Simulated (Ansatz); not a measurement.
## Deforming La

```yaml
crystal:
  lattice:
    - [3.75000, 0.00000, 0.00000]
    - [-1.87500, 3.24760, 0.00000]
    - [0.00000, 0.00000, 6.07000]
  atoms:
    - { symbol: La, position: [0.33333, 0.66667, 0.25000] }
    - { symbol: La, position: [0.66667, 0.33333, 0.75000] }
```

Atom numbers follow the list: La1, La2.

The cell is COD entry 9008503, as deposited and not checked against the literature; nothing was relaxed. It differs from other determinations.

Spin–orbit coupling is left out, though it moves levels of the heavy atoms by tenths of an eV or more.

Method: Ansatz 0.2.0, DFT, PBE, all-electron PAW with datasets made for the crystal, scalar-relativistic.

Sampling and basis: a Γ-centred 11×11×6 k mesh, Fermi–Dirac smearing of 0.05 eV, cutoff 260 eV (chosen by the program for this cell), no spin polarisation.

The unchanged cell is at 0.47 GPa.

In a metal, stresses and small energies carry noise from the k mesh.

x, y and z are the Cartesian axes of the cell as listed; fractional coordinates follow a strain, and an engineering shear is twice the off-diagonal strain component.

(1) With this change (z strained by -1 % at fixed volume), what becomes of the energy and stress?

(2) With this change (z strained by +1 % at fixed volume), what becomes of the energy and stress?

Results:

(1) Energy change under 1 meV/atom; stress change (xx, yy, zz, yz, xz, xy) -0.11, -0.11, 0.30, 0.00, 0.00, 0.00 GPa, compression positive.

(2) Energy change under 1 meV/atom; stress change (xx, yy, zz, yz, xz, xy) 0.08, 0.08, -0.26, 0.00, 0.00, 0.00 GPa, compression positive.
